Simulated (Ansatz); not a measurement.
LDA, PBE, PBEsol and r²SCAN on BaS

```
CELL_PARAMETERS angstrom
0.00000 3.19375 3.19375
3.19375 0.00000 3.19375
3.19375 3.19375 0.00000
ATOMIC_POSITIONS crystal
Ba 0.00000 0.00000 0.00000
S 0.50000 0.50000 0.50000
```

Atoms are numbered in the order listed.

The cell is COD entry 9008600, as deposited and not checked against the literature; nothing was relaxed.

Spin–orbit coupling is left out, though it moves levels of the heavy atoms by tenths of an eV or more.

One fixed cell is solved with several functionals by frozen-core PAW in Ansatz 0.2.0, scalar-relativistically. A positive pressure means that the functional wants a larger cell.

The PAW files were made with PBE; their cores are remade for each functional.

Numerical set-up: a Γ-centred 7×7×7 k mesh, Fermi–Dirac smearing of 0.01 eV, cutoff 420 eV, no spin polarisation.

Cutoffs: PBE 420 eV, LDA 420 eV, PBEsol 420 eV, r²SCAN 500 eV.

| setting | P (GPa) | gap over the k mesh and a high-symmetry path (eV) | lowest level at Γ above −25 eV, from the valence-band top or, without a gap, the Fermi level (eV) |
| --- | --- | --- | --- |
| PBE | 0.83 | ? | -11.00 |
| LDA | -2.47 | ? | -10.97 |
| PBEsol | -1.15 | 2.08 | -10.95 |
| r²SCAN | 0.81 | 2.55 | -11.33 |

(1) What belongs in the row "LDA", column "gap over the k mesh and a high-symmetry path (eV)"?

(2) What belongs in the row "PBE", column "gap over the k mesh and a high-symmetry path (eV)"?

Answers

(1) 2.01.

(2) 2.21.
